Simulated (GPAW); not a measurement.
# AlAu (Pm-3m) in GPAW: single point with PBEsol

Aim: the single point of AlAu with PBEsol.

Program: GPAW 26.7.0. These are calculated values, not measurements. Logs are shortened: lines on timing, memory, paths and dates and some standing lists are left out, and cuts for length are marked. The log counts tension as positive stress, the text compression.

## Step 1: Starting point

The structure is cubic, space group Pm-3m (No. 221). Conventional cell: a = 3.224 Å, b = 3.224 Å, c = 3.224 Å, α = 90.00°, β = 90.00°, γ = 90.00°. Au (site symmetry m-3m) has 8 Al at 2.79 Å as nearest neighbours. Around Al (site symmetry m-3m) lie 8 Au at 2.79 Å.

The cell comes from a database or a generator and needn't be the stable form of this composition.

## Step 2: Single point, PBEsol

Contents of run.py:

```python
from ase.dft.bandgap import bandgap
from ase.io import read, write
from ase.units import GPa
from gpaw import GPAW, PW, setup_paths

setup_paths.insert(0, '.')

atoms = read('AlAu.cif')

calc = GPAW(mode=PW(500),
            xc='PBEsol',
            kpts={'size': (7, 7, 7), 'gamma': True},
            occupations={'name': 'fermi-dirac', 'width': 0.05},
            nbands=17,
            maxiter=120,
            txt='gpaw.txt')
atoms.calc = calc
energy = atoms.get_potential_energy()
forces = atoms.get_forces()
stress = atoms.get_stress()
calc.write('gs.gpw')
write('result.traj', atoms)
print(f'Energy: {energy:.6f} eV')
print('Forces (eV/A):')
print(forces.round(4))
print('Stress (GPa):', (stress / GPa).round(3))
print('Fermi level:', round(calc.get_fermi_level(), 4), 'eV')
print(f'Gap: {bandgap(calc)[0]:.4f} eV, direct: {bandgap(calc, direct=True)[0]:.4f} eV')
```

Contents of AlAu.cif:

```cif
data_AlAu
_cell_length_a 3.22394200
_cell_length_b 3.22394200
_cell_length_c 3.22394200
_cell_angle_alpha 90.00000000
_cell_angle_beta 90.00000000
_cell_angle_gamma 90.00000000
_space_group_name_H-M_alt 'Pm-3m'
_space_group_name_Hall '-P 4 2 3'
_space_group_IT_number 221
loop_
_space_group_symop_operation_xyz
'x,y,z'
'-x,-y,-z'
'-y,x,z'
'y,-x,-z'
'-x,-y,z'
'x,y,-z'
'y,-x,z'
'-y,x,-z'
'x,-y,-z'
'-x,y,z'
'-y,-x,-z'
'y,x,z'
'-x,y,-z'
'x,-y,z'
'y,x,-z'
'-y,-x,z'
'z,x,y'
'-z,-x,-y'
'z,-y,x'
'-z,y,-x'
'z,-x,-y'
'-z,x,y'
'z,y,-x'
'-z,-y,x'
'-z,x,-y'
'z,-x,y'
'-z,-y,-x'
'z,y,x'
'-z,-x,y'
'z,x,-y'
'-z,y,x'
'z,-y,-x'
'y,z,x'
'-y,-z,-x'
'x,z,-y'
'-x,-z,y'
'-y,z,-x'
'y,-z,x'
'-x,z,y'
'x,-z,-y'
'-y,-z,x'
'y,z,-x'
'-x,-z,-y'
'x,z,y'
'y,-z,-x'
'-y,z,x'
'x,-z,y'
'-x,z,-y'
loop_
_atom_site_label
_atom_site_type_symbol
_atom_site_symmetry_multiplicity
_atom_site_Wyckoff_symbol
_atom_site_fract_x
_atom_site_fract_y
_atom_site_fract_z
_atom_site_occupancy
Au1 Au 1 b 0.5000000000 0.5000000000 0.5000000000 1
Al1 Al 1 a 0.0000000000 0.0000000000 0.0000000000 1
```

Potentials or basis: PAW data sets generated in the run's folder for this functional, pw.

Started as:

```sh
gpaw-setup -f PBEsol Al Au
OMP_NUM_THREADS=1 python run.py
```

gpaw.txt:

```text
__  _  _
 | _ |_)|_||  |
 |__||  | ||/\| - 26.7.0

Input parameters:
  mode=PW(ecut=500.0),
  kpts=MonkhorstPack(size=(7, 7, 7), gamma=True),
  maxiter=120,
  nbands=17,
  occupations=Occupations(name='fermi-dirac', width=0.05),
  xc=XC(name='PBEsol')

Diagonalizing LCAO Hamiltonian
Converting LCAO to pw mode
   .-------.
  /|       |
 * |       |
 | |  Au   |
 | .-------.
 |/       /
 Al------*

Atoms  # Å, Bohr magnetons
|   | symbol |        x |        y |        z |    initial magnetic moments |
|---|--------|----------|----------|----------|-----------------------------|
| 0 |     Au | 1.611971 | 1.611971 | 1.611971 | ( 0.0000,  0.0000,  0.0000) |
| 1 |     Al | 0.000000 | 0.000000 | 0.000000 | ( 0.0000,  0.0000,  0.0000) |

Unit cell  # Å
| periodic |        x |        y |        z |  lengths |    angles |
|----------|----------|----------|----------|----------|-----------|
|      yes | 3.223942 | 0.000000 | 0.000000 | 3.223942 | 90.000000 |
|      yes | 0.000000 | 3.223942 | 0.000000 | 3.223942 | 90.000000 |
|      yes | 0.000000 | 0.000000 | 3.223942 | 3.223942 | 90.000000 |

Number of symmetries: 48
Symmetry operations  # r_c * U_cc + t_c -> r_c
|    | kind |            matrix            |
|----|------|------------------------------|
|  0 |  E   |  1, 0, 0,  0, 1, 0,  0, 0, 1 |
|  1 |  σ   |  1, 0, 0,  0, 1, 0,  0, 0,-1 |
|  2 |  σ   |  1, 0, 0,  0, 0, 1,  0, 1, 0 |
|  3 |  C4  |  1, 0, 0,  0, 0, 1,  0,-1, 0 |
|  4 |  C4  |  1, 0, 0,  0, 0,-1,  0, 1, 0 |
|  5 |  σ   |  1, 0, 0,  0, 0,-1,  0,-1, 0 |
|  6 |  σ   |  1, 0, 0,  0,-1, 0,  0, 0, 1 |
|  7 |  C2  |  1, 0, 0,  0,-1, 0,  0, 0,-1 |
|  8 |  σ   |  0, 1, 0,  1, 0, 0,  0, 0, 1 |
|  9 |  C2  |  0, 1, 0,  1, 0, 0,  0, 0,-1 |
| 10 |  C3  |  0, 1, 0,  0, 0, 1,  1, 0, 0 |
| 11 |  S6  |  0, 1, 0,  0, 0, 1, -1, 0, 0 |
| 12 |  S6  |  0, 1, 0,  0, 0,-1,  1, 0, 0 |
| 13 |  C3  |  0, 1, 0,  0, 0,-1, -1, 0, 0 |
| 14 |  C4  |  0, 1, 0, -1, 0, 0,  0, 0, 1 |
| 15 |  S4  |  0, 1, 0, -1, 0, 0,  0, 0,-1 |
| 16 |  C3  |  0, 0, 1,  1, 0, 0,  0, 1, 0 |
| 17 |  S6  |  0, 0, 1,  1, 0, 0,  0,-1, 0 |
| 18 |  σ   |  0, 0, 1,  0, 1, 0,  1, 0, 0 |
| 19 |  C4  |  0, 0, 1,  0, 1, 0, -1, 0, 0 |
| 20 |  C2  |  0, 0, 1,  0,-1, 0,  1, 0, 0 |
| 21 |  S4  |  0, 0, 1,  0,-1, 0, -1, 0, 0 |
| 22 |  S6  |  0, 0, 1, -1, 0, 0,  0, 1, 0 |
| 23 |  C3  |  0, 0, 1, -1, 0, 0,  0,-1, 0 |
| 24 |  S6  |  0, 0,-1,  1, 0, 0,  0, 1, 0 |
| 25 |  C3  |  0, 0,-1,  1, 0, 0,  0,-1, 0 |
| 26 |  C4  |  0, 0,-1,  0, 1, 0,  1, 0, 0 |
| 27 |  σ   |  0, 0,-1,  0, 1, 0, -1, 0, 0 |
| 28 |  S4  |  0, 0,-1,  0,-1, 0,  1, 0, 0 |
| 29 |  C2  |  0, 0,-1,  0,-1, 0, -1, 0, 0 |
| 30 |  C3  |  0, 0,-1, -1, 0, 0,  0, 1, 0 |
| 31 |  S6  |  0, 0,-1, -1, 0, 0,  0,-1, 0 |
| 32 |  C4  |  0,-1, 0,  1, 0, 0,  0, 0, 1 |
| 33 |  S4  |  0,-1, 0,  1, 0, 0,  0, 0,-1 |
| 34 |  S6  |  0,-1, 0,  0, 0, 1,  1, 0, 0 |
| 35 |  C3  |  0,-1, 0,  0, 0, 1, -1, 0, 0 |
| 36 |  C3  |  0,-1, 0,  0, 0,-1,  1, 0, 0 |
| 37 |  S6  |  0,-1, 0,  0, 0,-1, -1, 0, 0 |
| 38 |  σ   |  0,-1, 0, -1, 0, 0,  0, 0, 1 |
| 39 |  C2  |  0,-1, 0, -1, 0, 0,  0, 0,-1 |
| 40 |  σ   | -1, 0, 0,  0, 1, 0,  0, 0, 1 |
| 41 |  C2  | -1, 0, 0,  0, 1, 0,  0, 0,-1 |
| 42 |  C2  | -1, 0, 0,  0, 0, 1,  0, 1, 0 |
| 43 |  S4  | -1, 0, 0,  0, 0, 1,  0,-1, 0 |
| 44 |  S4  | -1, 0, 0,  0, 0,-1,  0, 1, 0 |
| 45 |  C2  | -1, 0, 0,  0, 0,-1,  0,-1, 0 |
| 46 |  C2  | -1, 0, 0,  0,-1, 0,  0, 0, 1 |
| 47 |  i   | -1, 0, 0,  0,-1, 0,  0, 0,-1 |

BZ-sampling:
  Number of BZ points: 343
  Number of IBZ points: 20

  Monkhorst-Pack size: [7, 7, 7]
  Monkhorst-Pack shift: [0, 0, 0]

K-points  # in reciprocal-cell coordinates
|     |                                coordinates |     weight |
|-----|--------------------------------------------|------------|
|   0 | (  0.00000000,   0.00000000,   0.00000000) | 0.00291545 |
|   1 | (  0.14285714,   0.00000000,   0.00000000) | 0.01749271 |
|   2 | (  0.14285714,   0.14285714,   0.00000000) | 0.03498542 |
|   3 | (  0.14285714,   0.14285714,   0.14285714) | 0.02332362 |
|   4 | (  0.28571429,   0.00000000,   0.00000000) | 0.01749271 |
|   5 | (  0.28571429,   0.14285714,   0.00000000) | 0.06997085 |
|   6 | (  0.28571429,   0.14285714,   0.14285714) | 0.06997085 |
|   7 | (  0.28571429,   0.28571429,   0.00000000) | 0.03498542 |
|   8 | (  0.28571429,   0.28571429,   0.14285714) | 0.06997085 |
|   9 | (  0.28571429,   0.28571429,   0.28571429) | 0.02332362 |
| ... |                                            |            |
|  19 | (  0.42857143,   0.42857143,   0.42857143) | 0.02332362 |

Plane wave coefficients: 870
Cutoff: 500.0 eV

Spin-components: 1 (collinear spins)
Bands:           17
Projectors:      11
Spin-degeneracy: 2
Datatype:        complex128

Parallelization:
  kpt:    1
  domain: 1
  band:   1

Density:
  Valence electrons: 14.0
  Components: 1
  Grid points: [18 18 18]
  Charge: 0.0  # |e|

Potential:
  Grid points: [18 18 18]

species:
  Au:
    name:    Gold
    Z:       79.0
    valence: 11
    core:    68
    charge:  0.0  # [|e|]
    compensation charges:
      type: gauss
      rc: 0.42  # [Å]
      lmax: 2
    cutoffs:
      filter: 2.33  # [Å]
      core: 2.81  # [Å]
    projectors
    | kind |    occ | energy [eV] | rcut [Å] |
    |------|--------|-------------|----------|
    |   6s |  1.000 |      -5.766 |    1.323 |
    |   6p |  0.000 |      -0.708 |    1.323 |
    |   5d | 10.000 |      -6.915 |    1.323 |
    |    s |        |      21.446 |    1.323 |
    |    p |        |      26.504 |    1.323 |
    |    d |        |      20.296 |    1.323 |

    Using partial waves for Au as LCAO basis

  Al:
    name:    Aluminium
    Z:       13.0
    valence: 3
    core:    10
    charge:  0.0  # [|e|]
    compensation charges:
      type: gauss
      rc: 0.34  # [Å]
      lmax: 2
    cutoffs:
      filter: 1.91  # [Å]
      core: 2.36  # [Å]
    projectors
    | kind |    occ | energy [eV] | rcut [Å] |
    |------|--------|-------------|----------|
    |   3s |  2.000 |      -7.715 |    1.085 |
    |   3p |  1.000 |      -2.689 |    1.085 |
    |    s |        |      19.497 |    1.085 |
    |    p |        |      24.522 |    1.085 |
    |    d |        |       0.000 |    1.085 |

    Using partial waves for Al as LCAO basis

Reference energy: -523045.783449  # eV

eigensolver:
  PPCG
  Converge bands: occupied
  niter=2

density mixing:
  MSR1-Mixer
  Pratt-step length: 0.05
  Maximum mixing coefficient: 0.75
  Old densities: 10
  SVD Regularization: 0.005
  Good broyden scale: 1.0
  Trust region scale: 1.0
  Backstep threshold: 4.0
  History deletion threshold: 6.0
  Fourier metric: weight=20.0, sigma=0.015

occupation numbers:
  Fermi-Dirac:
    width: 0.0500  # eV

poisson solver:
  ecut: 4000.0  # eV

xc functional:
  name: PBEsol with 2 nearest neighbor stencil

convergence criteria:
- Maximum [total energy] change in last 3 cyles: 0.0005 eV / valence electron
- Maximum integral of absolute [dens]ity change: 0.0001 electrons / valence electron
- Maximum integral of absolute [eigenst]ate change: 4e-08 eV^2 / valence electron
maximum number of iterations: 120

SCF iterations
|iter     | |      energy | eigst |  dens |
|---------|-|-------------|-------|-------|
|iter:   1| |   -9.532615 | +0.22 |       |
|iter:   2| |   -9.248324 | -2.40 | -0.87 |
|iter:   3| |   -8.528715 | -1.51 | -0.93 |
|iter:   4| |   -8.506357 | -3.44 | -1.56 |
|iter:   5| |   -8.500353 | -3.80 | -1.87 |
|iter:   6| |   -8.500221c| -5.09 | -2.67 |
|iter:   7| |   -8.500222c| -5.85 | -3.28 |
|iter:   8| |   -8.500222c| -8.12c| -4.24c|

Converged in 8 steps
Energy contributions relative to reference atoms: (reference = -523045.783449)

Energy contributions:
  Kinetic:         -16.414883
  Coulomb:          15.075207
  Zero:              0.191921
  External:          0.000000
  Xc:               -7.349447
  Entropy:          -0.006039
  Spinorbit:         0.000000
  ----------------------------
  Free energy:      -8.503242
  Extrapolated:     -8.500222

dipole moment: (-5.525663, -5.525663, -5.525663)  # |e|*Ang

Fermi level: 9.217
Eigenvalues  # (at kpt = [0.000, 0.000, 0.000])
| band index |      eig [eV] | occ [0-2] |
|------------|---------------|-----------|
|          0 |        -2.029 |     2.000 |
|          1 |         2.709 |     2.000 |
|          2 |         2.709 |     2.000 |
|          3 |         4.601 |     2.000 |
|          4 |         4.601 |     2.000 |
|          5 |         4.601 |     2.000 |
|          6 |        12.174 |     0.000 |
|          7 |        12.174 |     0.000 |
|          8 |        12.174 |     0.000 |
|          9 |        15.952 |     0.000 |
|         10 |        16.682 |     0.000 |
|         11 |        16.682 |     0.000 |
|         12 |        26.458 |     0.000 |
|         13 |        26.458 |     0.000 |
|        ... |               |           |
|         16 |        28.009 |     0.000 |

No gap
No difference between direct/indirect transitions

Forces  # eV/Ang
|        x |       y |       z |
|----------|---------|---------|
|  0.00000 | 0.00000 | 0.00000 |  # Au   0
| -0.00000 | 0.00000 | 0.00000 |  # Al   1

Stress tensor  # eV/Ang^3
|        x |        y |        z |
|----------|----------|----------|
| 0.034799 | 0.000000 | 0.000000 |
| 0.000000 | 0.034799 | 0.000000 |
| 0.000000 | 0.000000 | 0.034799 |

# Writing to gs.gpw (mode='')
```

Wall time 12 s (1 thread of Arm Neoverse V1, shared host); peak memory 0.13 GiB.

What came out:

| Item | Value |
| --- | --- |
| Free energy | -8.5032 eV |
| Pressure | -5.6 GPa |
| Band gap on the k mesh | none (metal or under the smearing width) |

Levels at points of the mesh, in eV from the Fermi level:
| k point | band 3 | band 4 | band 5 | band 6 | band 7 | band 8 | band 9 | band 10 | band 11 | band 12 |
| --- | --- | --- | --- | --- | --- | --- | --- | --- | --- | --- |
| (0.00, 0.00, 0.00) | -6.51 | -4.62 | -4.62 | -4.62 | 2.96 | 2.96 | 2.96 | 6.73 | 7.47 | 7.47 |

Caveat: with this Au data set, volumes or pressures lay over 1.5 % or 2 GPa off other programs in two to four cells of ten; the cutoff is short for stress and forces, so pressures can be off by a GPa or more. The run has no spin-orbit coupling, so splittings on Au are missing.
